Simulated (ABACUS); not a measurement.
NaF (Villiaumite):

```
CELL_PARAMETERS angstrom
-2.32000 0.00000 2.32000
0.00000 2.32000 2.32000
-2.32000 2.32000 0.00000
ATOMIC_POSITIONS crystal
Na 0.00000 0.00000 0.00000
F 0.50000 0.50000 0.50000
```

Base run:

| Property | Result |
| --- | --- |
| Program | ABACUS 3.10.1 |
| Functional | PBE |
| Potentials or basis | PseudoDojo NC SR 0.5 PBE stringent |
| Cutoff | 1211 eV |
| Density cutoff | 4844 eV |
| Basis | plane waves |
| k mesh | 8 × 8 × 8 |
| Occupations | fermi-dirac, width 0.05 eV |
| Spin | no spin polarisation |

Its results: band gap on the k mesh 6.32 eV, direct; pressure 1.9 GPa.

Problem. The run is repeated on the same cell with these changes: functional from PBE to PBEsol; potentials or basis from PseudoDojo NC SR 0.5 PBE stringent to SSSP 1.3 efficiency PBE; cutoff from 1211 eV to 748 eV; density cutoff from 4844 eV to 5987 eV. What comes out?

Solution. Band gap on the k mesh 6.09 eV, direct; pressure 0.3 GPa.

Caveats: the potentials were made for another functional, which shifts forces and pressure (some runs).

